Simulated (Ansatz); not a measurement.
# Does relaxation matter for the field gradients of C with nitrogen replacing C?

Start: a supercell of C (space group P6_3mc) built from a COD entry (the entry's cell lengths or inner coordinates differ somewhat from later room-temperature determinations), with all atoms left at the host's positions.

Space group P3m1 (No. 156); a = 7.4100, c = 6.7900 Å, γ = 120.00°.

| site | Wyckoff | site symmetry | x | y | z |
| --- | --- | --- | --- | --- | --- |
| N | 1a | 3m. | 0.0000 | 0.0000 | 0.0000 |
| C2 | 6e | 1 | 0.0000 | 0.3333 | 0.0000 |
| C6 | 1b | 3m. | 0.3333 | 0.6667 | 0.0000 |
| C8 | 1c | 3m. | 0.6667 | 0.3333 | 0.0000 |
| C10 | 1a | 3m. | 0.0000 | 0.0000 | 0.5000 |
| C11 | 6e | 1 | 0.0000 | 0.3333 | 0.5000 |
| C15 | 1b | 3m. | 0.3333 | 0.6667 | 0.5000 |
| C17 | 1c | 3m. | 0.6667 | 0.3333 | 0.5000 |
| C19 | 3d | .m. | 0.1111 | 0.2222 | 0.0050 |
| C20 | 3d | .m. | 0.1111 | 0.5556 | 0.0050 |
| C22 | 3d | .m. | 0.4444 | 0.2222 | 0.0050 |
| C28 | 3d | .m. | 0.2222 | 0.1111 | 0.5050 |
| C29 | 3d | .m. | 0.2222 | 0.4444 | 0.5050 |
| C31 | 3d | .m. | 0.5556 | 0.1111 | 0.5050 |

One atom of each set is listed.

Level of theory: DFT, PBE, plane waves and PAW, scalar-relativistic, 420 eV cutoff, Γ-centred 3×3×3 k-points, Fermi–Dirac smearing 0.01 eV, cell charge +1 (Ansatz 0.2.0).

The largest force at the start is 0.75 eV/Å. Relaxing the ions at fixed cell moves them by 0.021 Å at most (atom 27, C) and 0.018 Å rms.

```
site  moved (Å)            first shell before             first shell after  V_zz before (10²¹ V/m²)  η before
   N      0.017                 3 C at 1.43 Å                 3 C at 1.41 Å                    -4.47      0.00
  C2      0.019                 3 C at 1.43 Å            3 C at 1.42–1.44 Å                     2.06      0.33
  C6      0.017                 3 C at 1.43 Å                 3 C at 1.42 Å                     2.50      0.00
  C8      0.016                 3 C at 1.43 Å                 3 C at 1.43 Å                     2.18      0.00
 C10      0.017                 3 C at 1.43 Å                 3 C at 1.43 Å                     2.59      0.00
 C11      0.017                 3 C at 1.43 Å                 3 C at 1.43 Å                     2.55      0.01
 C19      0.021  2 C at 1.43 Å, 1 N at 1.43 Å  1 N at 1.41 Å, 2 C at 1.43 Å                    -2.64      0.47
 C20      0.017                 3 C at 1.43 Å            3 C at 1.42–1.44 Å                     1.95      0.18
 C22      0.018                 3 C at 1.43 Å            3 C at 1.42–1.43 Å                     2.50      0.04
 C28      0.017                 3 C at 1.43 Å                 3 C at 1.43 Å                     2.56      0.01
```

Q: What are V_zz and η after the relaxation?

A: 

| site | V_zz after | η after | change of V_zz |
| --- | --- | --- | --- |
| N | -4.28 | 0.00 | +0.19 |
| C2 | 2.04 | 0.35 | -0.02 |
| C6 | 2.52 | 0.00 | +0.02 |
| C8 | 2.13 | 0.00 | -0.05 |
| C10 | 2.58 | 0.00 | -0.01 |
| C11 | 2.54 | 0.01 | -0.01 |
| C19 | -2.55 | 0.45 | +0.09 |
| C20 | 1.91 | 0.24 | -0.04 |
| C22 | 2.51 | 0.02 | +0.01 |
| C28 | 2.55 | 0.02 | -0.01 |

The largest change of V_zz is on N, from -4.47 to -4.28. In per cent, |V_zz| changes by -4 on N, -3 to +1 on C (all sites that start above 0.5). The table leaves out 4 of the 14 sites, with |V_zz| up to 2.67; their tensors move by 0.01 at most along any direction. The statements above cover all sites.

The defect repeats with the cell of 36 atoms, so it feels its images: sites between two images don't show the values beside a lone defect, and zeros or small values of η there can come from the images' arrangement. C carries a gradient in the pure host already, so the values there aren't the defect's effect alone. A uniform background compensates the cell's charge.
Before: The neighbours have not yet relaxed around the defect (largest force 0.75 eV/Å), so a real crystal will differ.
After: The relaxation keeps the site symmetry 3m of the start, so the impurity can move only along its axis; a start off the site could end lower.
